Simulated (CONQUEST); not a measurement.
SnO2 (Cassiterite):

```xyz
6
Lattice="3.1865 0.0000 0.0000 0.0000 4.7380 0.0000 0.0000 0.0000 4.7380" Properties=species:S:1:pos:R:3 pbc="T T T"
Sn    1.5933    2.3690    2.3690
Sn    0.0000    0.0000    0.0000
O     1.5933    0.9140    0.9140
O     0.0000    3.2830    1.4550
O     1.5933    3.8240    3.8240
O     0.0000    1.4550    3.2830
```

Base run:

- Program: CONQUEST 1.3
- Functional: PBE
- Potentials or basis: PseudoDojo NC PBE, DZP, grid cutoff 150 Ha
- k mesh: 8 × 6 × 6
- Occupations: fermi-dirac, width 0.05 eV
- Spin: no spin polarisation

Its results: band gap on the k mesh 1.04 eV, direct; pressure 17.8 GPa; largest force 0.274 eV/Å.

Question: After a change of settings the same cell gave: band gap on the k mesh 0.86 eV, direct; pressure 17.6 GPa; largest force 0.425 eV/Å. Which change was it?
A. potentials or basis from PseudoDojo NC PBE, DZP, grid cutoff 150 Ha to PseudoDojo NC PBE, SZ, grid cutoff 150 Ha
B. potentials or basis from PseudoDojo NC PBE, DZP, grid cutoff 150 Ha to PseudoDojo NC PBE, SZP, grid cutoff 150 Ha
C. potentials or basis from PseudoDojo NC PBE, DZP, grid cutoff 150 Ha to PseudoDojo NC PBE, DZ, grid cutoff 150 Ha

Answer: C.

Caveats: so large a pressure means that the cell lies far from this level's equilibrium, or that cutoff or potentials fall short; spin-orbit coupling is left out, which moves the levels of the heavy elements; the basis of atomic orbitals isn't converged, which shifts pressures, moduli and gaps; the atomic basis is small (some runs).
